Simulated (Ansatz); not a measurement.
# Zn under changes of volume

One of the cells (15.451 Å³/atom); the others are scaled copies at fixed shape and fractional positions:

```xyz
1
Lattice="-1.5690 1.5690 1.5690 1.5690 -1.5690 1.5690 1.5690 1.5690 -1.5690" Properties=species:S:1:pos:R:3 pbc="T T T"
Zn    0.0000    0.0000    0.0000
```

This isn't the form of Zn at room conditions, which is hcp.

| Quantity | Value |
| --- | --- |
| Program | Ansatz 0.2.0 |
| Functional | HSE06 |
| Potentials or basis | Ansatz PAW |
| Cutoff | 420 eV (not typed: the program's choice for these potentials) |
| k mesh | 8 × 8 × 8 |
| Occupations | fermi-dirac, width 0.05 eV |
| Spin | no spin polarisation |

| volume (Å³/atom) | energy over the lowest point (meV/atom) | pressure (GPa) |
| --- | --- | --- |
| 14.524 | ? | ? |
| 14.833 | 0.28 | 1.0 |
| 15.142 | 0.00 | -0.5 |
| 15.451 | 2.53 | -1.8 |
| 15.760 | 6.95 | -2.7 |
| 16.069 | 12.85 | -3.6 |
| 16.378 | 20.54 | -4.5 |

What does the run at 14.524 Å³/atom give?

Energy over the lowest point 3.96 meV/atom; pressure 2.8 GPa.

Worked out: A Birch-Murnaghan fit of order 3 (a polynomial in V^(-2/3)) to the other rows has its minimum at 15.00 Å³/atom with B0 = V·E''(V) = 68 GPa (rough, since the energies scatter). It gives 3.34 meV/atom at 14.524 Å³/atom, against the run's 3.96, and -dE/dV = 2.5 GPa, against 2.8.

Energies are extrapolated to zero smearing.

Caveats: some runs use coarse meshes; the PAW data sets come from PBE, with cores solved anew for the run's functional, which leaves a small shift of forces and pressure; the thresholds are loose for stress.
